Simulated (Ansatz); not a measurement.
The system is HgSe.

```
CELL_PARAMETERS angstrom
0.00000 3.03900 3.03900
3.03900 0.00000 3.03900
3.03900 3.03900 0.00000
ATOMIC_POSITIONS crystal
Hg 0.00000 0.00000 0.00000
Se 0.75000 0.75000 0.75000
```

* Program: Ansatz 0.2.0
* Task: relaxation of cell and atoms
* Functional: B3LYP
* Potentials or basis: Ansatz PAW
* Cutoff: 420 eV (not typed: the program's choice for these potentials)
* k mesh: 4 × 4 × 4
* Occupations: fermi-dirac, width 0.05 eV
* Spin: no spin polarisation

At the start: volume 28.07 Å³/atom.

Task: Where does the relaxation end?

Result: It ends after 5 steps and the volume is 31.57 Å³/atom (+12.5 %); space group F-43m (No. 216, to 0.05 Å).

The path:
```tsv
step	energy change (eV)	largest force (eV/Å)	volume (Å³)
1	0.0000	0.0000	56.13
2	-0.1183	0.0000	64.75
3	-0.1237	0.0000	63.45
4	-0.1240	0.0000	63.14
5	-0.1262	0.0000	63.14
```

Final structure:
```yaml
crystal:
  lattice:
    - [0.00000, 3.16046, 3.16046]
    - [3.16046, 0.00000, 3.16046]
    - [3.16046, 3.16046, 0.00000]
  atoms:
    - { symbol: Hg, position: [0.00000, 0.00000, 0.00000] }
    - { symbol: Se, position: [0.75000, 0.75000, 0.75000] }
```

Caveat: the k mesh is coarse (spacing up to 0.45 Å⁻¹), so the values aren't converged, least of all with exact exchange; the plane-wave basis is chosen anew once the cell has moved, so the energies of steps on either side of that aren't comparable; the volume moved by +12 % from the deposited cell, more than functionals usually miss; the PAW data sets come from PBE, with cores solved anew for the run's functional, which leaves a small shift of forces and pressure.
